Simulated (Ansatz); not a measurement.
## Pb under changes of volume

One of the cells (40.672 Å³/atom); the others are scaled copies at fixed shape and fractional positions:

```
Pb
1.0
     0.00000    3.43900    3.43900
     3.43900    0.00000    3.43900
     3.43900    3.43900    0.00000
Pb
2
Direct
  0.25000 0.25000 0.25000
  0.00000 0.00000 0.00000
```

This isn't the form of Pb at room conditions, which is fcc.

| Quantity | Value |
| --- | --- |
| Program | Ansatz 0.2.0 |
| Functional | PBEsol |
| Potentials or basis | Ansatz PAW |
| Cutoff | 420 eV (not typed: the program's choice for these potentials) |
| k mesh | 7 × 7 × 7 |
| Occupations | fermi-dirac, width 0.05 eV |
| Spin | no spin polarisation |

| volume (Å³/atom) | energy over the lowest point (meV/atom) | pressure (GPa) |
| --- | --- | --- |
| 38.232 | ? | ? |
| 39.045 | 12.41 | 1.9 |
| 39.859 | 4.69 | 1.1 |
| 40.672 | 0.69 | 0.5 |
| 41.486 | 0.00 | -0.2 |
| 42.299 | 2.27 | -0.7 |
| 43.112 | 7.19 | -1.2 |

Task: What does the run at 38.232 Å³/atom give?

Result: Energy over the lowest point 24.31 meV/atom; pressure 2.8 GPa.

Worked out: A Birch-Murnaghan fit of order 3 (a polynomial in V^(-2/3)) to the other rows has its minimum at 41.26 Å³/atom with B0 = V·E''(V) = 31 GPa and B' = 4.7. It gives 24.27 meV/atom at 38.232 Å³/atom, against the run's 24.31, and -dE/dV = 2.8 GPa, against 2.8.

Energies are extrapolated to zero smearing.

Caveats: the PAW data sets come from PBE, with cores solved anew for the run's functional, which leaves a small shift of forces and pressure.
